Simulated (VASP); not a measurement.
# FeGe23 (a cell with a defect) in VASP: further runs, part 2 of 3

VASP 6.6.1. The steps go on from the part before.

## 3. Relaxation of the atoms, PBEsol+U, collinear spin, ferromagnetic start (atoms moved at random, drawn with an rms of 0.05 Å)

Input file INCAR:

```
SYSTEM = FeGe23
ALGO     = Normal         ! electronic algorithm
EDIFF    = 1E-5           ! SCF threshold, eV
EDIFFG   = -0.03          ! ionic threshold
ENCUT    = 350            ! plane-wave cutoff, eV
GGA      = PS             ! functional
IBRION   = 2              ! ionic algorithm
ISIF     = 2              ! what is computed and relaxed
ISMEAR   = 0              ! smearing method
ISPIN    = 2              ! spin polarisation
ISYM     = 0            
KPAR     = 2            
LASPH    = .True.         ! aspherical terms in the spheres
LCHARG   = .False.        ! write CHGCAR
LDAU     = .True.         ! DFT+U
LDAUJ    = 0 0          
LDAUL    = 2 -1           ! shell
LDAUPRINT= 1            
LDAUTYPE = 2            
LDAUU    = 4 0            ! U, eV
LMAXMIX  = 4              ! l up to which the mixer works
LORBIT   = 11             ! projections on sites
LREAL    = Auto         
LWAVE    = .False.        ! write WAVECAR
MAGMOM   = 4 0 0 0 0 0 0 0 0 0 0 0 0 0 0 0 0 0 0 0 0 0 0 0 ! initial moments
NELM     = 120            ! most SCF steps
NSW      = 60             ! ionic steps
NUPDOWN  = 4              ! fixed moment
PREC     = Accurate       ! precision mode
SIGMA    = 0.03           ! smearing width, eV
```

Input file KPOINTS:

```
k-points
0
Gamma
  2 2 2
  0 0 0
```

Input file POSCAR:

```
FeGe23
1.0
    0.0000000000      8.4863100000      8.4863100000
    5.6575400000      0.0000000000      5.6575400000
    5.6575400000      5.6575400000      0.0000000000
Fe Ge
1 23
Direct
    0.0066880000     -0.0027350000     -0.0054800000
   -0.0050390000      0.0014860000      0.5068730000
    0.0015640000      0.5001580000     -0.0020640000
   -0.0013840000      0.4952010000      0.4973690000
    0.3301480000      0.0085470000     -0.0020480000
    0.3313050000      0.0021470000      0.5031650000
    0.3345070000      0.5035520000      0.0005050000
    0.3314300000      0.5034920000      0.4979630000
    0.6688260000     -0.0007170000     -0.0026660000
    0.6617240000      0.0027740000      0.5003710000
    0.6633020000      0.5021050000      0.0072440000
    0.6667290000      0.5080640000      0.5006510000
    0.0876660000      0.1179340000      0.1267010000
    0.0838060000      0.1249010000      0.6234090000
    0.0795930000      0.6263700000      0.1248630000
    0.0842960000      0.6188960000      0.6298820000
    0.4148630000      0.1253630000      0.1212790000
    0.4212690000      0.1261450000      0.6178130000
    0.4179040000      0.6249300000      0.1261400000
    0.4155720000      0.6310160000      0.6281070000
    0.7531510000      0.1283650000      0.1229600000
    0.7551090000      0.1233560000      0.6253110000
    0.7483790000      0.6220300000      0.1226150000
    0.7461380000      0.6341430000      0.6247580000
```

Potentials or basis: VASP PAW PBE potentials, release 64 (Fe, Ge_d).

Launch:

```bash
$ cat potpaw_PBE.64/Fe/POTCAR potpaw_PBE.64/Ge_d/POTCAR > POTCAR
$ mpirun -np 4 vasp_std > vasp.out
```

OUTCAR:

```text
SYSTEM = FeGe23
   EDIFF = 1E-5
   EDIFFG = -0.03
   ENCUT = 350
   GGA = PS
   IBRION = 2
   ISIF = 2
   ISMEAR = 0
   ISPIN = 2
   ISYM = 0
   LASPH = .True.
   LORBIT = 11
   LREAL = Auto
   NELM = 120
   NSW = 60
   NUPDOWN = 4
   PREC = Accurate

 ion  position               nearest neighbor table
   1  0.007  0.997  0.995-  15 2.42  14 2.43  13 2.45  21 2.48
   2  0.995  0.001  0.507-  22 2.35  14 2.44  13 2.49  16 2.50
   3  0.002  0.500  0.998-  16 2.40  15 2.42  23 2.48  13 2.50
   4  0.999  0.495  0.497-  14 2.42  15 2.43  24 2.48  16 2.51
   5  0.330  0.009  0.998-  13 2.38  17 2.40  18 2.48  19 2.51
   6  0.331  0.002  0.503-  20 2.42  14 2.43  18 2.44  17 2.50
[... 16 lines left out ...]
  23  0.748  0.622  0.123-  11 2.37   9 2.47  12 2.47   3 2.48
  24  0.746  0.634  0.625-  10 2.41  12 2.41   4 2.48  11 2.50

IMPORTANT INFORMATION: All symmetrisations will be switched off!
NOSYMM: (Re-)initialisation of all symmetry stuff for point group C_1.

----------------------------------------------------------------------------------------

                                     Primitive cell

  volume of cell :     543.2555

  direct lattice vectors                    reciprocal lattice vectors
     0.000000000  8.486310000  8.486310000    -0.058918423  0.058918423  0.058918423
     5.657540000  0.000000000  5.657540000     0.088377634 -0.088377634  0.088377634
     5.657540000  5.657540000  0.000000000     0.088377634  0.088377634 -0.088377634

  length of vectors
    12.001454697  8.000969798  8.000969798     0.102049702  0.153074553  0.153074553

  position of ions in fractional coordinates (direct lattice)
     0.006688000  0.997265000  0.994520000
     0.994961000  0.001486000  0.506873000
     0.001564000  0.500158000  0.997936000
     0.998616000  0.495201000  0.497369000
     0.330148000  0.008547000  0.997952000
     0.331305000  0.002147000  0.503165000
[... 16 lines left out ...]
     0.748379000  0.622030000  0.122615000
     0.746138000  0.634143000  0.624758000

  ion indices of the primitive-cell ions
   primitive index   ion index
                 1           1
                 2           2
                 3           3
                 4           4
                 5           5
                 6           6
[... 16 lines left out ...]
                23          23
                24          24

----------------------------------------------------------------------------------------

 KPOINTS: k-points

Automatic generation of k-mesh.
 Grid dimensions read from file:
 generate k-points for:    2    2    2

 Generating k-lattice:

  Cartesian coordinates                     Fractional coordinates (reciprocal lattice)
    -0.029459211  0.029459211  0.029459211     0.500000000  0.000000000  0.000000000
     0.044188817 -0.044188817  0.044188817     0.000000000  0.500000000  0.000000000
     0.044188817  0.044188817 -0.044188817     0.000000000  0.000000000  0.500000000
[... 267 lines left out ...]
[... ionic steps 4 to 21 ...]

--------------------------------------- Ionic step       22  -------------------------------------------

 number of electron     330.0000027 magnetization       4.0000001

------------------------ aborting loop because EDIFF is reached ----------------------------------------
[... 105 lines left out ...]
  FREE ENERGIE OF THE ION-ELECTRON SYSTEM (eV)
  ---------------------------------------------------
  free  energy   TOTEN  =      -116.5146199720 eV

  energy  without entropy=     -116.5130364385  energy(sigma->0) =     -116.51382821

atom =   1  type =  1  l = 2

 onsite density matrix

spin component  1

  0.9312 -0.0069  0.0004  0.0000 -0.0003
 -0.0069  0.9268  0.0004 -0.0067 -0.0006
  0.0004  0.0004  0.9390  0.0002 -0.0007
  0.0000 -0.0067  0.0002  0.9313 -0.0005
 -0.0003 -0.0006 -0.0007 -0.0005  0.9397

spin component  2

  0.3883  0.1157  0.0092  0.1248  0.0074
  0.1157  0.6213 -0.0435  0.1142  0.0608
  0.0092 -0.0435  0.0263 -0.0131 -0.0054
  0.1248  0.1142 -0.0131  0.3795 -0.0047
[... 9 lines left out ...]
  o =  0.9191  v =  0.4445  0.7826 -0.0261  0.4333  0.0401  0.0000  0.0000  0.0000  0.0000  0.0000      0.0000  0.0000  0.0000  0.0000  0.0000  0.0000  0.0000  0.0000  0.0000  0.0000
  o =  0.9312  v = -0.6997  0.0021  0.0215  0.7140  0.0137  0.0000  0.0000  0.0000  0.0000  0.0000      0.0000  0.0000  0.0000  0.0000  0.0000  0.0000  0.0000  0.0000  0.0000  0.0000
  o =  0.9386  v = -0.0402  0.0665  0.8513 -0.0752  0.5133  0.0000  0.0000  0.0000  0.0000  0.0000      0.0000  0.0000  0.0000  0.0000  0.0000  0.0000  0.0000  0.0000  0.0000  0.0000
  o =  0.9389  v = -0.5532  0.6187 -0.0417 -0.5401 -0.1334  0.0000  0.0000  0.0000  0.0000  0.0000      0.0000  0.0000  0.0000  0.0000  0.0000  0.0000  0.0000  0.0000  0.0000  0.0000
  o =  0.9402  v = -0.0725  0.0201 -0.5219 -0.0716  0.8467  0.0000  0.0000  0.0000  0.0000  0.0000      0.0000  0.0000  0.0000  0.0000  0.0000  0.0000  0.0000  0.0000  0.0000  0.0000

--------------------------------------- Ionic step       24  -------------------------------------------

 number of electron     330.0000024 magnetization       4.0000001

 Free energy of the ion-electron system (eV)
  ---------------------------------------------------
  ext. energy  EPLUGINS =         0.00000000
  ---------------------------------------------------
  free energy    TOTEN  =      -116.51496113 eV

  energy without entropy =     -116.51330370  energy(sigma->0) =     -116.51413241

 E-fermi :   4.3128     XC(G=0): -10.1021

 val. band max:        4.6512531241   @ k =   0.5000   0.0000   0.5000
 cond. band min:       4.3300997134   @ k =   0.0000   0.0000   0.0000
 fundamental gap:     -0.3211534107
 Fermi energy:         4.7137204852

 spin component 1

 k-point     1 :       0.0000    0.0000    0.0000
  band No.  band energies     occupation
      1     -20.1014      1.00000
      2     -20.0943      1.00000
      3     -20.0913      1.00000
      4     -20.0871      1.00000
      5     -20.0851      1.00000
      6     -20.0843      1.00000
[... 1429 lines left out ...]
    176       6.8829      0.00000
    177       6.8907      0.00000
 Fermi energy:         4.3128103140

 spin component 2

 k-point     1 :       0.0000    0.0000    0.0000
  band No.  band energies     occupation
      1     -20.0995      1.00000
      2     -20.0925      1.00000
      3     -20.0890      1.00000
      4     -20.0837      1.00000
      5     -20.0820      1.00000
      6     -20.0804      1.00000
[... 1429 lines left out ...]
    176       7.0653      0.00000
    177       7.2676      0.00000
 [bands above 177 left out]

------------------------ aborting loop because EDIFF is reached ----------------------------------------

  FORCE on cell =-STRESS in cart. coord.  units (eV):
  Direction    XX          YY          ZZ          XY          YZ          ZX
  --------------------------------------------------------------------------------------
  -------------------------------------------------------------------------------------
  Total        1.3294860      1.2802492      1.2538288      0.0607264     -1.3708194      0.0690112
  in kB        3.9209399      3.7757301      3.6978106      0.1790951     -4.0428410      0.2035290
  external PRESSURE =       3.7981602 kB  Pullay stress =       0.0000000 kB
[... 39 lines left out ...]
  FREE ENERGIE OF THE ION-ELECTRON SYSTEM (eV)
  ---------------------------------------------------
  free  energy   TOTEN  =      -116.5149611267 eV

  energy  without entropy=     -116.5133037028  energy(sigma->0) =     -116.51413241

 reached required accuracy - stopping structural energy minimisation

 total charge

# of ion       s       p       d       tot
------------------------------------------
    1        0.471   0.411   6.093   6.975
    2        1.128   1.247  10.022  12.397
    3        1.128   1.247  10.022  12.396
    4        1.124   1.253  10.022  12.398
    5        1.124   1.266  10.021  12.411
    6        1.120   1.265  10.021  12.406
[... 16 lines left out ...]
   23        1.118   1.268  10.021  12.406
   24        1.117   1.263  10.020  12.400
--------------------------------------------------
tot         26.342  29.409 236.563 292.314

 magnetization (x)

# of ion       s       p       d       tot
------------------------------------------
    1        0.033   0.085   3.220   3.339
    2        0.001   0.012   0.000   0.014
    3        0.001   0.012   0.000   0.014
    4        0.002  -0.002  -0.000  -0.000
    5        0.005   0.023   0.002   0.029
    6        0.003   0.016   0.001   0.020
[... 16 lines left out ...]
   23        0.000   0.010   0.000   0.011
   24        0.000   0.010   0.000   0.011
--------------------------------------------------
tot          0.068   0.259   3.259   3.586
```

Run time: 61 min. Hardware: 4 MPI ranks of Intel Xeon 6975P-C (Granite Rapids), shared host; peak memory 0.62 GiB.

What came out:

```yaml
Free_energy: -116.5150 eV
Energy_gained_by_relaxing: 14.7 meV/atom
Ionic_steps: 24
Largest_force_after_relaxing: 0.019 eV/Å
Net_moment: 4.00 μB per cell
Site_moments: Fe +3.34; Ge +0.01, -0.00, +0.03, +0.02, -0.02, +0.00 μB
Valence_electrons_inside_the_program's_atomic_spheres: Fe 6.97; Ge 12.40, 12.41, 12.43
```

Forces on the atoms (eV/Å):
```
Fe   0.005  0.001  0.007
Ge  -0.001  0.002  0.001
Ge  -0.004 -0.003  0.011
Ge   0.008  0.002  0.001
Ge   0.000 -0.002 -0.005
Ge   0.001  0.003 -0.002
Ge  -0.003  0.004  0.001
Ge  -0.007  0.004 -0.001
Ge   0.016 -0.006 -0.008
Ge   0.005  0.005  0.001
Ge   0.007 -0.001 -0.002
Ge  -0.005 -0.003  0.000
Ge  -0.001  0.000  0.005
Ge  -0.003 -0.004  0.007
Ge   0.001  0.007  0.001
Ge  -0.005  0.001  0.013
Ge  -0.004 -0.005 -0.011
Ge  -0.003  0.002 -0.004
Ge   0.000 -0.002 -0.002
Ge  -0.008 -0.002 -0.004
Ge   0.003 -0.002 -0.004
Ge   0.003  0.003 -0.007
Ge  -0.003 -0.001  0.009
Ge   0.001 -0.002 -0.007
```

The path:
| step | energy change (eV) | largest force (eV/Å) | pressure (GPa) |
| --- | --- | --- | --- |
| 1 | 0.0000 | 1.2166 | 0.64 |
| 2 | -0.3236 | 0.2227 | 0.41 |
| 3 | -0.3272 | 0.1994 | 0.40 |
| 4 | -0.3408 | 0.0876 | 0.39 |
| 5 | -0.3429 | 0.0802 | 0.39 |
| 6 | -0.3429 | 0.0826 | 0.39 |
| 7 | -0.3457 | 0.0445 | 0.38 |
| 8 | -0.3461 | 0.0451 | 0.39 |
| 9 | -0.3464 | 0.0585 | 0.38 |
| 10 | -0.3464 | 0.0481 | 0.39 |
| 11 | -0.3465 | 0.0527 | 0.38 |
| 12 | -0.3479 | 0.0435 | 0.39 |
| 13 | -0.3484 | 0.0445 | 0.38 |
| 14 | -0.3490 | 0.0432 | 0.39 |
| 15 | -0.3493 | 0.0979 | 0.39 |
| 16 | -0.3493 | 0.0542 | 0.37 |
| 17 | -0.3494 | 0.0731 | 0.39 |
| 18 | -0.3504 | 0.0548 | 0.38 |
| 19 | -0.3508 | 0.0486 | 0.38 |
| 20 | -0.3513 | 0.0380 | 0.39 |
| 21 | -0.3518 | 0.0419 | 0.38 |
| 22 | -0.3517 | 0.0310 | 0.38 |
| 23 | -0.3518 | 0.0342 | 0.38 |
| 24 | -0.3521 | 0.0188 | 0.38 |

Final structure:
```
Fe Ge
1.0
     0.00000    8.48631    8.48631
     5.65754    0.00000    5.65754
     5.65754    5.65754    0.00000
Fe Ge
1 23
Cartesian
  11.2999 5.6562 5.6551
  2.8339 2.8333 0.0013
  2.8336 8.4895 11.3088
  5.6424 2.8240 2.8259
  0.0225 2.8109 2.8259
  2.8254 5.6322 2.8451
  2.8276 2.8290 5.6442
  5.6770 5.6450 5.6593
  5.6673 11.3377 5.6901
  2.8438 8.4582 5.6634
  2.8436 5.6486 8.4700
  5.6674 8.4895 8.4972
  1.4130 1.4047 1.3978
  4.2561 4.2713 1.4120
  4.2538 1.4077 4.2676
  7.0796 4.2350 4.2288
  1.3842 4.2562 4.2716
  4.2575 7.0606 4.2420
  4.2579 4.2254 7.0747
  7.0817 7.0726 7.0855
  1.4132 7.1059 7.1198
  4.2461 9.9017 7.0774
  4.2488 7.0656 9.9067
  7.0908 9.9039 9.9170
```

Eigenvalues of the final occupation matrices:
| site | spin | trace | eigenvalues |
| --- | --- | --- | --- |
| site 1 d | 1 | 4.67 | 0.92 0.93 0.94 0.94 0.94 |
| site 1 d | 2 | 1.45 | 0.02 0.02 0.26 0.40 0.74 |

Caveat: the k mesh is coarse (spacing up to 0.48 Å⁻¹), so the values aren't converged; the cutoff is under 1.25 times the usual one of these potentials, so pressure, stress and relaxed cells hold a basis-set (Pulay) error; the PAW data sets were made with another functional, which shifts forces and pressure a little; the total moment is fixed, so each spin has its own Fermi level; the U is typed as a test and isn't derived for this compound.

(Part 2 of 3 ends here.)
